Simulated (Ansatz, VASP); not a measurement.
## Si: VASP beside Ansatz

```
CELL_PARAMETERS angstrom
0.00000 2.72210 2.72210
2.72210 0.00000 2.72210
2.72210 2.72210 0.00000
ATOMIC_POSITIONS crystal
Si 0.75000 0.75000 0.75000
Si 0.50000 0.50000 0.50000
```

Alike in both runs: task relaxation of cell and atoms; functional r2SCAN; k mesh 10 × 10 × 10; no spin polarisation.

```csv
,VASP,Ansatz
version,VASP 6.6.1,Ansatz 0.2.0
potentials or method,"VASP PAW PBE potentials, release 64 (Si)","scalar-relativistic, plane waves, PAW"
plane-wave cutoff (eV),600,500
occupations,"gaussian, width 0.01 eV",fixed
valence electrons in the cell,8,8
```

```csv
,VASP,Ansatz,Ansatz less VASP
"gap on the k mesh at the Fermi level, each at its own relaxed structure (eV)",0.79,0.78,-0.011
relaxed volume (Å³/atom),20.12,20.17,+0.049
relaxed cell length with the largest relative difference (Å),3.846,3.850,+0.0031
```

Caveats: the PAW data sets were made with another functional, which shifts forces and pressure a little (VASP). A k mesh can miss the band edges.
